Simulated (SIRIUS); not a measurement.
CuO (Tenorite) under changes of volume

One of the cells (10.163 Å³/atom); the others are scaled copies at fixed shape and fractional positions:

```xyz
4
Lattice="2.3447 -1.7134 0.0000 2.3447 1.7134 0.0000 -0.8606 0.0000 5.0594" Properties=species:S:1:pos:R:3 pbc="T T T"
Cu    0.7420   -0.8457    2.5297
Cu    1.1723    0.8457    0.0000
O     1.6421    0.2841    3.8133
O     2.0724   -0.2841    1.2836
```

- Program: SIRIUS 7.12.0
- Functional: PBE
- Potentials or basis: PseudoDojo 0.4.1 PBE standard (scalar relativistic)
- Cutoff: 1254 eV
- Density cutoff: 5016 eV
- k mesh: 10 × 10 × 5
- Occupations: fermi-dirac, width 0.05 eV
- Spin: no spin polarisation

| volume (Å³/atom) | energy over the lowest point (meV/atom) | pressure (GPa) | largest force (eV/Å) |
| --- | --- | --- | --- |
| 9.553 | 49.85 | 18.8 | 0.965 |
| 9.756 | 29.21 | 13.9 | 0.893 |
| 9.959 | ? | ? | ? |
| 10.163 | 5.08 | 5.5 | 0.762 |
| 10.366 | 0.41 | 1.9 | 0.732 |
| 10.569 | 0.00 | -1.2 | 0.722 |
| 10.772 | 3.40 | -4.1 | 0.719 |

What does the run at 9.959 Å³/atom give?

Energy over the lowest point 14.49 meV/atom; pressure 9.4 GPa; largest force 0.825 eV/Å.

Worked out: A Birch-Murnaghan fit of order 3 (a polynomial in V^(-2/3)) to the other rows has its minimum at 10.49 Å³/atom with B0 = V·E''(V) = 162 GPa and B' = 4.7 at fixed shape and positions, which overstates the stiffness. It gives 14.51 meV/atom at 9.959 Å³/atom, against the run's 14.49, and -dE/dV = 9.4 GPa, against 9.4.

Energies are extrapolated to zero smearing.

Caveats: the run has no spin polarisation, though such a crystal can be magnetic.
